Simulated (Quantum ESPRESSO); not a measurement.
Crystal: CuO.

```
CELL_PARAMETERS angstrom
2.55255 0.00000 0.00000
0.00000 2.55255 0.00000
0.00000 0.00000 2.55255
ATOMIC_POSITIONS crystal
Cu 0.00000 0.00000 0.00000
O 0.50000 0.50000 0.50000
```

Measurements of this composition are mostly on another form, of space group No. 15.

Base run:

| Item | Value |
| --- | --- |
| Program | Quantum ESPRESSO 7.5 |
| Functional | PBEsol |
| Potentials or basis | SSSP 1.3 efficiency PBE |
| Cutoff | 748 eV |
| Density cutoff | 5987 eV |
| k mesh | 10 × 10 × 10 |
| Occupations | fermi-dirac, width 0.05 eV |
| Spin | no spin polarisation |
| Hubbard terms | Cu d U = 2 eV |

Its results: band gap on the k mesh none (metal or under the smearing width); pressure 11.0 GPa.

Task: The run is repeated on the same cell with these changes: hubbard terms from Cu d U = 2 eV to none. What comes out?

Result: Band gap on the k mesh none (metal or under the smearing width); pressure 9.4 GPa.

Caveats: the potentials were made for another functional, which shifts forces and pressure; an odd number of electrons without spin polarisation forces a metal; a magnetic or distorted state may lie lower; the run has no spin polarisation, though such a crystal can be magnetic; U without spin polarisation on a metal has little footing (some runs); semilocal functionals often make such compounds metallic where correlation or magnetic order opens a gap, which also shifts bond lengths (some runs).

Not every run made on this cell is shown here.
